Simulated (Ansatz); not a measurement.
**Ag, a known structure type with other elements, at an estimated volume**

```
Ag
1.0
    -2.11734    2.11734    2.11734
     2.11734   -2.11734    2.11734
     2.11734    2.11734   -2.11734
Ag
1
Direct
  0.00000 0.00000 0.00000
```

Level: PBE, no spin polarisation; 420 eV; 11×11×11 Γ-centred mesh; gaussian occupations (width 0.0261 eV); Ansatz 0.2.0, fixed geometry.

(1) Is the cell too large or too small?

(2) Metal or insulator?

(3) What do density and ELF say about some of the short contacts?

Origin: a known structure type with other elements, at an estimated volume, so it need not be a known compound.

## Answers

(1) The pressure is -7.6 GPa (compression positive), so with the atoms held at these fractions the cell would first shrink.

(2) It is a metal, with about 0.42 states/eV a cell as the mean within 0.25 eV of the Fermi level, mostly Ag s (83 %).

(3) Ag–Ag at 3.67 Å: least valence density 0.05 e/Å³ and ELF 0.09 there. Both are smooth PAW fields, read partly inside the augmentation spheres.
